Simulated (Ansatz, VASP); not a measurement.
## One calculation of WSe2, two programs

```xyz
6
Lattice="3.2768 0.0000 0.0000 -1.6384 2.8378 0.0000 0.0000 0.0000 13.5706" Properties=species:S:1:pos:R:3 pbc="T T T"
W     0.0000    1.8918    3.3926
W     1.6384    0.9459   10.1779
Se    0.0000    1.8918    8.5056
Se    1.6384    0.9459    1.7203
Se    0.0000    1.8918   11.8503
Se    1.6384    0.9459    5.0650
```

Alike in both runs: functional PBEsol; k mesh 12 × 12 × 2; occupations gaussian, width 0.02 eV; no spin polarisation.

Ansatz relaxed the structure, and its values are those at the end. VASP's run is a single point on that final structure, the one shown.

|  | VASP | Ansatz |
| --- | --- | --- |
| version | VASP 6.6.1 | Ansatz 0.2.0 |
| potentials or method | VASP PAW PBE potentials, release 64 (W_sv, Se) | scalar-relativistic, plane waves, PAW |
| plane-wave cutoff (eV) | 520 | 420 |
| valence electrons in the cell | 52 | 92 |

|  | VASP | Ansatz | Ansatz less VASP |
| --- | --- | --- | --- |
| gap on the k mesh at the Fermi level (eV) | 1.16 | 1.16 | +0.004 |
| least direct gap on the mesh (eV) | 1.59 | 1.59 | +0.004 |
| pressure (GPa) | 0.0 | -0.4 | -0.40 |
| rms of the force components (eV/Å) | 0.033 | 0.004 | -0.0286 |

With one functional, cell and mesh, what is left measures potentials, basis and numerics. The two sets of potentials don't hold the same shells in valence.

Caveats: the PAW data sets were made with another functional, which shifts forces and pressure a little (VASP); spin-orbit coupling is left out, which moves the levels of the heavy elements; this functional lacks dispersion, which binds the layers, so the pressure and a relaxed spacing across them are unreliable. A k mesh can miss the band edges. A hybrid or GW would open this gap; PBEsol tends to underestimate it.
